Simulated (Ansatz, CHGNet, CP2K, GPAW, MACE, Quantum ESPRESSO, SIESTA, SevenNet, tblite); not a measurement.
# The unslipped end of a generalised stacking fault on (111) (glide set) of a GaP-AlP solid solution (72 atoms): one structure in several programs

Aim: run the unslipped end of a generalised stacking fault on (111) (glide set) of a GaP-AlP solid solution (72 atoms) in several programs and set results and cost side by side. A plane-wave run serves as the reference.

Calculated with Quantum ESPRESSO 7.5; Kohn-Sham DFT, PBE, SSSP efficiency 1.3.0 pseudopotentials, plane waves.

**1. The structure**

The cell holds 72 atoms: 18 Al, 36 P and 18 Ga. Its edges and angles: a = 6.683 Å, b = 11.576 Å, c = 19.103 Å, α = 90.0°, β = 90.0°, γ = 90.0°. Zinc-blende GaP lattice (a = 5.4569 Å, the value set for the mixture), cell with z along [111], 1 x 3 x 2 periods; the third cell vector is tilted by 0.000 of 1/2[11-2] and lengthened by 0.2 Å, so the stacking has no slip (glide set); displaced by a Gaussian of 0.01 Å; 18 of 36 Ga sites given to Al at random (lattice constant by Vegard's rule between GaP and AlP). Then every atom was moved at random, 0.02 Å r.m.s. a Cartesian component. The structure's axis is c.

**2. Plane-wave reference**

pw.in reads:

```
&control
  calculation = 'scf'
  pseudo_dir = './pseudo'
  outdir = './tmp'
  disk_io = 'none'
  tprnfor = .true.
  tstress = .true.
/
&system
  ibrav = 0
  nat = 72
  ntyp = 3
  ecutwfc = 60
  ecutrho = 480
  nosym = .true.
  occupations = 'smearing'
  smearing = 'fd'
  degauss = 0.003675
/
&electrons
  conv_thr = 3.6e-07
  electron_maxstep = 100
  mixing_beta = 0.2
  mixing_mode = 'local-TF'
  diagonalization = 'david'
/
ATOMIC_SPECIES
Al 26.982 Al.upf
P 30.974 P.upf
Ga 69.723 Ga.upf
CELL_PARAMETERS angstrom
6.68331 0.00000 0.00000
0.00000 11.57583 0.00000
0.00000 0.00000 19.10326
ATOMIC_POSITIONS crystal
Al 0.48955 0.16623 0.02020
P 0.50643 0.16695 0.14473
Ga 0.82810 0.16605 0.18841
P 0.83594 0.16879 0.30927
Ga 0.00708 0.00107 0.01939
P 0.99327 0.00040 0.14457
Al 0.33150 0.99853 0.18538
P 0.33021 0.99790 0.30883
Ga 0.66302 0.00387 0.35082
P 0.66483 0.99435 0.47481
Al 0.50116 0.50168 0.02058
P 0.50187 0.49810 0.14422
[... 56 atom lines left out ...]
Ga 0.16547 0.49851 0.84707
P 0.16550 0.49814 0.97311
Al 0.16214 0.83411 0.84429
P 0.16420 0.83057 0.96928
K_POINTS gamma
```

Started as:

```
$ OMP_NUM_THREADS=1 mpirun -np 4 pw.x -in pw.in > output.txt
```

Log:

```text
Program PWSCF
     gamma-point specific algorithms are used
     one sub-group per band group will be used
     scalapack distributed-memory algorithm (size of sub-group:  2*  2 procs)
     Parallelization info
     sticks:   dense  smooth     PW     G-vecs:    dense   smooth      PW
     Min        2635    1320    329               442756   156527   19576
     Max        2640    1322    332               442762   156532   19578
     Sum       10549    5285   1323              1771035   626119   78307
     bravais-lattice index     =            0
     lattice parameter (alat)  =      12.6296  a.u.
     unit-cell volume          =    9973.5056 (a.u.)^3
     number of atoms/cell      =           72
     number of atomic types    =            3
[... lines left out ...]
     number of k points=     1  Fermi-Dirac smearing, width (Ry)=  0.0037
[... lines left out ...]
     total energy              =   -6221.92190622 Ry
[... lines left out ...]
     total energy              =   -6220.98209869 Ry
[... lines left out ...]
     total energy              =   -6221.47717138 Ry
[... lines left out ...]
     c_bands:  4 eigenvalues not converged
[... lines left out ...]
     c_bands:  5 eigenvalues not converged
[... lines left out ...]
     total energy              =   -6221.81814943 Ry
[... lines left out ...]
     total energy              =   -6221.81814957 Ry
[... lines left out ...]
    -8.6795  -8.6404  -8.6276  -8.6220  -8.6148  -8.6078  -8.5996  -8.5899
    -8.5781  -8.5742  -8.5716  -8.5547  -8.5358  -8.5309  -8.5286  -8.5257
    -8.5198  -8.5169  -8.5154  -8.5145  -8.5123  -8.5101  -8.5068  -8.5030
[...]
9.7377   9.8060   9.8395   9.8581   9.9058   9.9215   9.9969  10.0548
    10.0860  10.1089  10.1250  10.1554  10.3183  10.3577  10.3836  10.4084
    10.4315
     the Fermi energy is     6.9004 ev
!    total energy              =   -6221.81814959 Ry
     estimated scf accuracy    <       0.00000008 Ry
     smearing contrib. (-TS)   =      -0.00000160 Ry
     internal energy E=F+TS    =   -6221.81814799 Ry
     The total energy is F=E-TS. E is the sum of the following terms:
     one-electron contribution =   -2526.58830466 Ry
     hartree contribution      =    1606.38978366 Ry
     xc contribution           =    -892.45651686 Ry
     ewald contribution        =   -1780.83336450 Ry
     one-center paw contrib.   =   -2628.32974562 Ry
     convergence has been achieved in  35 iterations
     Forces acting on atoms (cartesian axes, Ry/au):
     atom    1 type  1   force =     0.03202456   -0.00092441   -0.04439294
     atom    2 type  2   force =    -0.02153872   -0.01218752   -0.01236462
     atom    3 type  3   force =     0.01179389    0.00246057   -0.01593574
[...]
atom   71 type  1   force =     0.00084686   -0.00903993    0.01366893
     atom   72 type  2   force =     0.01620805    0.01092744    0.03290602
     Total force =     0.252949     Total SCF correction =     0.000986
     Computing stress (Cartesian axis) and pressure
          total   stress  (Ry/bohr**3)                   (kbar)     P=       12.06
  -0.00022952   0.00001565  -0.00003251          -33.76        2.30       -4.78
   0.00001565   0.00042625  -0.00001018            2.30       62.70       -1.50
  -0.00003251  -0.00001018   0.00004927           -4.78       -1.50        7.25
     Message from routine punch:
     Nothing written, as per user request (disk_io='none')
```

Elapsed: 14 min, on 4 MPI ranks of Arm Neoverse V1, shared host; peak memory 5.5 GiB.

Banners, paths, timers and routine set-up lines are dropped from the logs unmarked, and long logs keep their key lines alone; longer cuts are marked.

Numbers from this run:

* r.m.s. force component: 0.4425 eV/Å
* longest force: 1.73 eV/Å
* pressure: 1.206 GPa
* gap (highest filled to lowest empty level): 1.179 eV

**3. The other programs**

The programs:
- CHGNet: machine-learned potential, published weights.
- CP2K 2026.2: Gaussian basis with GTH pseudopotentials and a plane-wave density; labels give functional, basis (MOLOPT sets; SR short-range, UZH the newer set with its own potentials), grid cutoff/relative cutoff and solver (OT: orbital transformation; TRS4, TC2, SIGN: linear-scaling purification with its sparsity filter), or its built-in tight binding.
- GPAW 26.7.0: PAW with atomic orbitals (LCAO), plane waves or a real-space grid of spacing h.
- MACE: machine-learned potential, published weights.
- SIESTA 5.4.2: numerical atomic orbitals, whose automatically made sets are far from complete, with PseudoDojo norm-conserving potentials that we converted to its format (checked against plane waves on the same files for H, C, O, Si, Ge and Ca alone); labels give functional, basis size, energy shift and mesh cutoff.
- SevenNet: machine-learned potential, published weights.
- tblite 0.8.0: extended tight binding, driven from Python.

All use the same cell and atoms; the electronic-structure runs use the same k-mesh, and an electronic temperature of 580 K (0.05 eV) where levels are smeared.

Differences are against the plane-wave reference, forces as r.m.s. over components; share is that over the reference's r.m.s. force, slope the least-squares factor from reference forces to these. Total energies of different programs have different zeros and aren't compared.

| run | Δ force, r.m.s. (meV/Å) | share (%) | slope | Δ pressure (GPa) | Δ gap (eV) | cores | CPU time | memory (GiB) |
| --- | --- | --- | --- | --- | --- | --- | --- | --- |
| reference | - | - | - | - | - | 4 | 55 min | 5.5 |
| CHGNet 0.3.0 potential | 258 | 58.3 | 0.441 | 0.202 | - | 1 | 3.7 s | 0.68 |
| CP2K PBE, DZVP-MOLOPT-SR, 400/60 Ry, diagonalisation (coarse) | 327 | 74.0 | 1.075 | 0.703 | 0.0172 | 2 | 5.4 min | 2.4 |
| CP2K PBE, DZVP-MOLOPT-SR, 800/60 Ry, diagonalisation | 26.2 | 5.91 | 1.021 | 0.288 | 0.0225 | 2 | 8.3 min | 6.9 |
| CP2K PBE, DZVP-MOLOPT-SR, 800/70 Ry, diagonalisation | 26.2 | 5.91 | 1.021 | 0.288 | 0.0225 | 2 | 9.3 min | 6.9 |
| CP2K PBE, SZV-MOLOPT-SR, 800/60 Ry, diagonalisation (coarse) | 143 | 32.3 | 1.270 | 4.32 | 1.08 | 1 | 4.9 min | 6.7 |
| CP2K PBEsol, PBE potentials, DZVP-MOLOPT-SR, 800/60 Ry, diagonalisation | 51.4 | 11.6 | 1.000 | -1.22 | -0.133 | 2 | 8.5 min | 6.9 |
| GPAW PBE, LCAO dzp, h 0.2 Å | 86.1 | 19.5 | 1.087 | - | 0.0194 | 1 | 4.5 min | 1.5 |
| GPAW PBE, LCAO dzp, h 0.2 Å, other mixer settings | 85.8 | 19.4 | 1.085 | - | 0.0201 | 1 | 5 min | 1.4 |
| GPAW PBE, plane waves 450 eV | 61.9 | 14.0 | 1.046 | 1.07 | -0.0076 | 2 | 5.6 min | 1.3 |
| MACE MP-0b2 small potential | 169 | 38.2 | 0.729 | 0.634 | - | 1 | 7 s | 0.67 |
| SIESTA PBE, DZ, shift 0.01 Ry, mesh 300 Ry (coarse) | 73.1 | 16.5 | 1.059 | 2.6 | 0.599 | 1 | 2.5 min | 0.89 |
| SIESTA PBE, DZP, shift 0.01 Ry, mesh 300 Ry | 22.8 | 5.16 | 1.015 | 0.0416 | -0.0591 | 2 | 7.4 min | 1.7 |
| SIESTA PBE, SZP, shift 0.01 Ry, mesh 300 Ry (coarse) | 60.2 | 13.6 | 1.085 | 3.11 | 0.0166 | 1 | 5.1 min | 1.3 |
| SIESTA PBE, TZP, shift 0.01 Ry, mesh 300 Ry | 16.5 | 3.72 | 1.018 | -0.152 | -0.0297 | 2 | 10 min | 2.0 |
| SIESTA PBEsol, DZP, shift 0.01 Ry, mesh 300 Ry | 32.6 | 7.36 | 0.990 | -2.28 | -0.179 | 2 | 7.3 min | 1.7 |
| SevenNet 0 potential | 146 | 33.0 | 0.786 | 0.126 | - | 1 | 8.1 s | 0.77 |
| tblite GFN1-xTB | 282 | 63.7 | 0.908 | 4.35 | - | 1 | 8 s | 0.14 |

Rows marked coarse were listed beforehand as settings not expected to be converged; some can still land near the reference.

Times of the machine-learned potentials are mostly Python's start and the loading of weights.

CPU time is summed over cores on a shared host, where runs went side by side, so it is rough. Symmetry, cutoffs, thresholds, outputs and thread counts weren't matched or tuned between programs; memory under MPI is the largest rank's times the ranks.

Runs without a result: CP2K GFN1-xTB, diagonalisation (not converged, the SCF not settling).

Mean charges by element (e), by run and scheme:

| run | scheme | Al | P | Ga |
| --- | --- | --- | --- | --- |
| CP2K PBE, DZVP-MOLOPT-SR, 800/60 Ry, diagonalisation | Mulliken | +0.54 | -0.39 | +0.24 |
| CP2K PBE, DZVP-MOLOPT-SR, 800/60 Ry, diagonalisation | Hirshfeld | +0.17 | -0.19 | +0.20 |
| CP2K PBE, DZVP-MOLOPT-SR, 800/70 Ry, diagonalisation | Mulliken | +0.54 | -0.39 | +0.24 |
| CP2K PBE, DZVP-MOLOPT-SR, 800/70 Ry, diagonalisation | Hirshfeld | +0.17 | -0.19 | +0.20 |
| CP2K PBEsol, PBE potentials, DZVP-MOLOPT-SR, 800/60 Ry, diagonalisation | Mulliken | +0.50 | -0.33 | +0.16 |
| CP2K PBEsol, PBE potentials, DZVP-MOLOPT-SR, 800/60 Ry, diagonalisation | Hirshfeld | +0.16 | -0.17 | +0.18 |
| SIESTA PBE, DZP, shift 0.01 Ry, mesh 300 Ry | Hirshfeld | +0.14 | -0.16 | +0.18 |
| SIESTA PBE, TZP, shift 0.01 Ry, mesh 300 Ry | Hirshfeld | +0.14 | -0.16 | +0.19 |
| SIESTA PBEsol, DZP, shift 0.01 Ry, mesh 300 Ry | Hirshfeld | +0.13 | -0.15 | +0.17 |
| tblite GFN1-xTB | Mulliken | +0.12 | -0.17 | +0.21 |

Within one program, basis, potentials and functional, energies share a zero. Each run against its twin at the usual cutoff or grid and solver:

| run | twin | Δ energy (meV/atom) | Δ force, r.m.s. (meV/Å) | CPU time over the twin's |
| --- | --- | --- | --- | --- |
| CP2K PBE, DZVP-MOLOPT-SR, 400/60 Ry, diagonalisation | DZVP-MOLOPT-SR, 800/60 Ry, diagonalisation | -10.2 | 325 | 0.65 |
| CP2K PBE, DZVP-MOLOPT-SR, 800/70 Ry, diagonalisation | DZVP-MOLOPT-SR, 800/60 Ry, diagonalisation | 0 | 0 | 1.1 |
| GPAW PBE, LCAO dzp, h 0.2 Å, other mixer settings | LCAO dzp, h 0.2 Å | 0 | 1.50 | 1.1 |

A second geometry, displaced anew (every atom was moved at random, 0.06 Å r.m.s. a Cartesian component), gives an energy difference that all programs can be tested on. The reference puts it at 41.81 meV/atom.

| run | energy less the first geometry's (meV/atom) | error (meV/atom) | force share at the second geometry (%) |
| --- | --- | --- | --- |
| SIESTA PBE, DZP, shift 0.01 Ry, mesh 300 Ry | 42.52 | 0.710 | 3.98 |
| CP2K PBE, DZVP-MOLOPT-SR, 800/60 Ry, diagonalisation | 42.69 | 0.885 | 4.06 |
| MACE MP-0b2 small potential | 37.01 | -4.80 | 24.5 |
| CHGNet 0.3.0 potential | 21.80 | -20.0 | 47.4 |
| SevenNet 0 potential | 36.20 | -5.60 | 21.6 |
| GPAW PBE, LCAO dzp, h 0.2 Å | 46.18 | 4.37 | 15.7 |
| tblite GFN1-xTB | 43.98 | 2.18 | 38.8 |
| SIESTA PBE, SZP, shift 0.01 Ry, mesh 300 Ry | 46.21 | 4.40 | 16.3 |
| GPAW PBE, plane waves 450 eV | 44.24 | 2.43 | 10.6 |
| CP2K PBE, SZV-MOLOPT-SR, 800/60 Ry, diagonalisation | 54.86 | 13.0 | 32.4 |
| GPAW PBE, LCAO dzp, h 0.2 Å, other mixer settings | 46.18 | 4.37 | 15.7 |
| CP2K PBE, DZVP-MOLOPT-SR, 800/70 Ry, diagonalisation | 42.69 | 0.885 | 4.06 |
| CP2K PBEsol, PBE potentials, DZVP-MOLOPT-SR, 800/60 Ry, diagonalisation | 41.57 | -0.241 | 6.55 |
| SIESTA PBE, TZP, shift 0.01 Ry, mesh 300 Ry | 42.84 | 1.03 | 3.66 |
| SIESTA PBE, DZ, shift 0.01 Ry, mesh 300 Ry | 46.23 | 4.42 | 13.5 |
| SIESTA PBEsol, DZP, shift 0.01 Ry, mesh 300 Ry | 41.08 | -0.727 | 5.06 |
| CP2K PBE, DZVP-MOLOPT-SR, 400/60 Ry, diagonalisation | 42.86 | 1.05 | 37.7 |

**4. What came out**

- reference r.m.s. force component: 0.443 eV/Å
- nearest in forces: SIESTA PBE, TZP, shift 0.01 Ry, mesh 300 Ry, 3.7 %
- farthest in forces: CP2K PBE, DZVP-MOLOPT-SR, 400/60 Ry, diagonalisation (coarse), 74 %
- cheapest electronic-structure run beside the reference: tblite GFN1-xTB, 8 s of CPU time

**Reading.** PBE on plane waves or a grid with other potentials, cutoffs or grids, coarse settings apart, differs from the reference by 14 % (GPAW PBE, plane waves 450 eV) of the r.m.s. force; potentials, valence shells or grid differ, and the table alone doesn't part them. The PBE runs in local orbitals, coarse settings apart, differ by 3.7 % (SIESTA PBE, TZP, shift 0.01 Ry, mesh 300 Ry) to 19 % (GPAW PBE, LCAO dzp, h 0.2 Å); basis, grid and potentials can all enter. Tight binding differs by 64 % (tblite GFN1-xTB); it is another model, with fitted parameters of its own, and the xTB methods hold dispersion. Machine-learned potentials differ by 33 % (SevenNet 0 potential) to 58 % (CHGNet 0.3.0 potential); they were trained on other programs' data. Among those trained on PBE data the slope goes as low as 0.44. Rows with another functional or a dispersion term differ by 7.4 % (SIESTA PBEsol, DZP, shift 0.01 Ry, mesh 300 Ry) to 12 % (CP2K PBEsol, PBE potentials, DZVP-MOLOPT-SR, 800/60 Ry, diagonalisation), which mixes the change of model with differences of basis and potentials, some of them made for another functional. Runs with settings chosen to be coarse differ by 14 % (SIESTA PBE, SZP, shift 0.01 Ry, mesh 300 Ry) to 74 % (CP2K PBE, DZVP-MOLOPT-SR, 400/60 Ry, diagonalisation), their programs' other errors included. Of the electronic-structure runs that take under half the reference's CPU time, SIESTA PBE, TZP, shift 0.01 Ry, mesh 300 Ry comes nearest, at 3.7 % in 10 min against 55 min. CP2K PBE, SZV-MOLOPT-SR, 800/60 Ry, diagonalisation stiffens the forces by a factor of 1.27 while following their directions (correlation 0.991). At the same functional, gaps differ from the reference's 1.18 eV by between -0.06 and +1.08 eV. A likely cause of the wide gaps: compact atomic orbitals describe empty levels worse than filled ones. These are spacings on the run's k-points, which needn't hold the band edges. In pressure, CP2K PBE, SZV-MOLOPT-SR, 800/60 Ry, diagonalisation misses by +4.3 GPa, at the same functional. Charges hang on model, scheme and program or settings: among these rows the mean for Al runs from +0.12 to +0.54 e. The energy difference between the two geometries, 41.8 meV/atom in the reference, is met best by CP2K PBEsol, PBE potentials, DZVP-MOLOPT-SR, 800/60 Ry, diagonalisation (-0.241) and worst by CHGNet 0.3.0 potential (-20). In the reference: filled and empty levels are parted by 1.18 eV on the run's k-points; the mesh holds the band edges only if they fold onto it, so the gap at this level can be narrower or closed, while semilocal functionals tend to narrow gaps against experiment. Periodic xTB results under one method name differ between programs and library versions. The potentials hold different valence shells: 468 electrons in the reference, 288 in GPAW; this bears on time and differences. GPAW's setups keep the filled d shell of Ga in the core. The reference's pressure holds the uncorrected Pulay stress of its 60 Ry basis, so small pressure differences, and their order, may be the reference's own error. GPAW's Ga setup keeps the 3d shell in the core. Machine-learned potentials mimic data converged in k, so the reference's own k-point error enters their differences. The reference's stress is far from hydrostatic: its diagonal is -3.4, 6.3, 0.7 GPa, compression counted positive. The host structure and its lattice constant were typed by rule, without a check against the phase diagram. The electronic-structure runs sample only Γ, in a cell whose shortest periodic width is 7 Å.

[Also dropped from logs without a mark: logging warnings of Python, and SIESTA's first energy breakdown and zero terms.]

[Logs are printed without paths, hosts, clocks, repeated set-up lines and the standing remarks that a program may print on its own settings, such as how far it seeks lower states.]

[Hosts, paths, dates, database ids (printed as entryN), source tags and the programs' standing remarks are cut or masked in the printed files.]
